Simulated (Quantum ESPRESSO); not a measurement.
The system is SiO2.

```
CELL_PARAMETERS angstrom
5.06109 0.00000 0.00000
-2.53054 4.38303 0.00000
0.00000 0.00000 5.54050
ATOMIC_POSITIONS crystal
Si 0.50000 0.00000 0.00000
Si 0.50000 0.50000 0.33333
Si 0.00000 0.50000 0.66667
O 0.41726 0.20863 0.16667
O 0.79137 0.20863 0.83333
O 0.20863 0.41726 0.50000
O 0.58274 0.79137 0.16667
O 0.20863 0.79137 0.83333
O 0.79137 0.58274 0.50000
```

The cell comes from a database or a generator and needn't be the stable form of this composition.

* Program: Quantum ESPRESSO 7.5
* Task: single point
* Functional: PBE
* Potentials or basis: SSSP 1.3 efficiency PBE
* Cutoff: 748 eV
* Density cutoff: 5987 eV
* k mesh: 6 × 6 × 5
* Occupations: fermi-dirac, width 0.05 eV
* Spin: no spin polarisation

On this cell: pressure 5.4 GPa; largest force 0.269 eV/Å; band gap on the k mesh 5.72 eV, indirect (least direct gap 5.92 eV).

The same run follows on a disturbed copy (atoms moved at random, drawn with an rms of 0.05 Å):

```
CELL_PARAMETERS angstrom
5.06109 0.00000 0.00000
-2.53054 4.38303 0.00000
0.00000 0.00000 5.54050
ATOMIC_POSITIONS crystal
Si 0.50188 0.99584 0.99639
Si 0.51070 0.50093 0.32189
Si 0.99788 0.50121 0.67224
O 0.41972 0.21065 0.15528
O 0.79078 0.22425 0.82729
O 0.20557 0.41725 0.50188
O 0.57705 0.79269 0.16772
O 0.20837 0.77921 0.83139
O 0.79849 0.57367 0.49479
```

Q: What changes?

A: The energy moves by +60.7 meV/atom; pressure 8.5 GPa; largest force 4.718 eV/Å; band gap on the k mesh 5.40 eV, indirect (least direct gap 5.59 eV).

Forces in eV/Å, atoms in the order of the input:
```
Si  -0.542  0.877 -1.180
Si  -1.630 -0.758  2.944
Si   1.784  0.185 -3.291
O   -0.360 -0.190 -0.022
O   -0.911 -3.806  2.634
O    2.129  0.056 -1.391
O    0.939  0.250 -0.038
O    0.526  2.636  1.776
O   -1.935  0.750 -1.432
```

Stress tensor (GPa, compression positive):
```
 3.56 -1.55  3.48
-1.55 13.83 -1.16
 3.48 -1.16  8.22
```

Caveats: an odd mesh through Γ misses points on the zone boundary, where band edges often lie.
